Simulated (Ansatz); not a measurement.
CdS stretched along one axis: stress and gap

Cell: an entry of the Crystallography Open Database (COD), whose atoms a relaxation with PBE at fixed cell left in place.

```
Cd S
1.0
     0.00000    2.91650    2.91650
     2.91650    0.00000    2.91650
     2.91650    2.91650    0.00000
Cd S
1 1
Cartesian
  0.0000 0.0000 0.0000
  1.4583 1.4583 1.4583
```

Atoms are numbered from 1 in the order listed; like atoms form one site, named after its first atom.

The numbers come from a DFT calculation in Ansatz (PBE, plane waves and PAW, scalar-relativistic, 420 eV cutoff, Γ-centred 13×13×13 k-points, Fermi–Dirac smearing 0.02 eV).

The cell is stretched along z (the third Cartesian axis of the run's cell), x and y held, and the ions relax again each time. Tension counts as positive.

```
strain along z (%)  stress along z (GPa)  stress along x (GPa)  gap on the k-mesh (eV)
                -3                  -5.2                  -4.8                    1.15
                -2                  -4.4                  -4.1                    1.15
                -1                  -3.6                  -3.5                    1.15
                 0                  -2.8                  -2.8                    1.15
                +1                     ?                     ?                       ?
                +2                  -1.3                  -1.7                    1.08
                +3                  -0.6                  -1.2                    1.05
```

(1) Estimate the row at +1 % from the others.

Answers

(1) stress along z (GPa): -2.1; stress along x (GPa): -2.3; gap on the k-mesh (eV): 1.11. Worked: parabolas through the other 6 rows give -2.1 and -2.3 GPa at +1 %. Their slopes at zero strain are 77 GPa (C₁₁) and 61 GPa (C₁₂). They hold at this cell, where the calculated pressure is 2.8 GPa. The gap follows one line under compression (-1 meV per per cent of strain) and another under tension (-32), as when strain splits band edges that were equal; the line on its own side gives 1.11 eV for the withheld row.

PBE gaps are too small, by a third to a half in many semiconductors; their changes with strain are better.

All values belong to this cell and structure model.
